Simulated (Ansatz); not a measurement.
Input of an Ansatz 0.2.0 run:

input.yaml

```yaml
crystal:
  lattice:
    - [2.93576, 0.0, 0.0]
    - [-1.46788, 2.54245, 0.0]
    - [0.0, 0.0, 2.71468]
  atoms:
    - { symbol: Li, position: [0.0, 0.0, 0.0] }
hamiltonian:
  xc: pbe
  pseudopotentials: { kind: paw }
kpoints:
  mp_grid: { grid: [10, 10, 10] }
scf:
  occupations: { method: fermi_dirac, width: 0.05 }
output:
  forces: true
  stress: true
  eigenvalues: true
relax:
  f_tol: 0.01
  max_steps: 40
  cell: { stress_tol: 0.05, p_target: 30.0 }
```

Potentials or basis: Ansatz PAW.

Launch:

```console
$ ansatz run input.yaml --threads 2 --pin off --max-ram 5632MiB --backend cpu --events-out ev --progress --plain --runs-dir out
```

Question: What does it give for the relaxed volume?

Answer: 9.93 Å³/atom.

Question: Estimate the relaxed cell.

Answer: a = 2.341 Å, b = 2.341 Å, c = 2.092 Å, α = 90.00°, β = 90.00°, γ = 120.00°.

The path:
```
step  energy change (eV)  largest force (eV/Å)  volume (Å³)
   1              0.0000                0.0000        20.26
   2              0.0174                0.0000        17.50
   3              0.0774                0.0000        15.09
   4              0.1933                0.0000        12.96
   5              0.3809                0.0000        11.08
   6              0.6428                0.0000         9.58
   7              0.5582                0.0000         9.95
   8              0.5624                0.0000         9.93
   9              0.5627                0.0000         9.93
```

Caveat: the volume moved by over 15 % at a fixed basis, so the end points are rough; the plane-wave basis is chosen anew once the cell has moved, so the energies of steps on either side of that aren't comparable.
